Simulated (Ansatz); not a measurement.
**Fitting the PBEsol energy curve of HfO2**

```
Hf O
1.0
     0.00000    2.55750    2.55750
     2.55750    0.00000    2.55750
     2.55750    2.55750    0.00000
Hf O
1 2
Direct
  0.00000 0.00000 0.00000
  0.75000 0.75000 0.75000
  0.25000 0.25000 0.25000
```

Measurements of this composition are mostly on another form, of space group No. 14.

The cell was scaled at fixed shape and fractions and run with Ansatz, Ansatz PAW, cutoff 420 eV; PBEsol, k mesh 9 × 9 × 9 on the cell of 3 atoms, fermi-dirac occupations of 0.05 eV, spin-orbit coupling, no magnetisation. The potentials were made for PBE. Energies are those that the program minimises, any entropy of the smearing included.

```tsv
V (Å³/atom)	energy over the lowest row (meV/atom)
10.4830	3.07
10.7060	0.00
10.9290	?
11.1521	15.69
11.3751	33.07
11.5982	56.03
11.8212	83.94
```

**Question.** Fit the third-order Birch-Murnaghan form, give V0, B0 and B′, and predict the energy left open.

**Answer.** With y = (V0/V)^(2/3), E = E0 + (9 V0 B0/16) [(y - 1)³ B′ + (y - 1)² (6 - 4y)]. Least squares through the rows shown give V0 = 10.6820 Å³/atom, E0 = -0.05 meV, B0 = 261.8 GPa (1 eV/Å³ = 160.218 GPa) and B′ = 3.92, with a largest miss of 0.02 meV. At V = 10.9290 the form with these constants gives 4.44 meV; the run gave 4.44 meV an atom.
